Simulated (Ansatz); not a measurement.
# Pressure series of TlBr (Pm-3m)

```xyz
2
Lattice="3.9964 0.0000 0.0000 0.0000 3.9964 0.0000 0.0000 0.0000 3.9964" Properties=species:S:1:pos:R:3 pbc="T T T"
Tl    0.0000    0.0000    0.0000
Br    1.9982    1.9982    1.9982
```

This is the zero-pressure cell under r²SCAN. Cell and atoms are relaxed by PAW (default files of Ansatz 0.2.0, cutoff 500 eV, stress met within about 0.05 GPa) at each pressure, in this structure whether or not another phase would take over; P is the pressure reached, less that of this cell. Levels come from r²SCAN, PAW on Ansatz 0.2.0's default frozen-core files (fitted under PBE), scalar-relativistic; k mesh 6×6×6, fixed occupations, cutoff 500 eV. Conduction levels are in eV over the valence top (at X), at fixed fractional wave vectors.

```csv
P (GPa),V/V₀,X,R,M
-1.97,1.1107,2.560,2.931,5.136
0.00,1.0000,2.328,2.559,5.258
2.00,0.9343,2.146,2.256,5.314
4.00,0.8873,1.992,1.992,5.345
6.99,?,?,?,?
9.98,0.7962,1.630,1.345,5.377
14.98,0.7471,1.396,0.903,5.374
```

Task: Fit the third-order Birch-Murnaghan equation to the rows shown.

Result: With f = [(V₀/V)^(2/3) − 1]/2, the normalised pressure F = P/[3f(1 + 2f)^(5/2)] is 23.2 GPa at f = -0.0338, 25.6 GPa at f = 0.0232, 26.3 GPa at f = 0.0415, 27.8 GPa at f = 0.0820, 28.6 GPa at f = 0.1073. The line F = B₀[1 + (3/2)(B′ − 4)f] gives B₀ = 24.6 GPa and B′ = 5.0.

Task: What are the volume deformation potentials and pressure coefficients of these levels at zero pressure?

Result: 

| level | dE/dlnV (eV) | dE/dP = −(dE/dlnV)/B₀ (meV/GPa) | mean slope up to 2.0 GPa (meV/GPa) |
| --- | --- | --- | --- |
| X | 2.51 | -101.9 | -91.5 |
| R | 4.10 | -166.5 | -152.0 |
| M | -0.96 | 38.9 | 28.1 |

dE/dlnV is the slope of a cubic fit in ln V at V₀. The last column is read from two rows and shows how the slope bends with pressure. A level that another band crosses inside the range is left out of the tables.

Task: Fill the row at 6.99 GPa.

Result: The fits give V/V₀ = 0.8352 and X = 1.796 eV. Computed: V/V₀ = 0.8354, X = 1.797, R = 1.648, M = 5.368.

Task: Where does the lowest conduction level change its place?

Result: From X to R near 4.0 GPa, by linear interpolation between the computed rows. Errors in the spacing of the valleys shift these pressures.

Limits of these numbers: no other phase was computed; many crystals of this kind change structure within this range, and rows or crossings beyond such a change describe a metastable lattice; frozen-core PAW files fitted under PBE, their cores solved anew for the functional of the run; no spin-orbit coupling on heavy atoms; semilocal gaps are low, and the spacing of valleys can be off by tenths of an eV; levels are read at fixed fractional k, so an edge that moves off these points is missed.
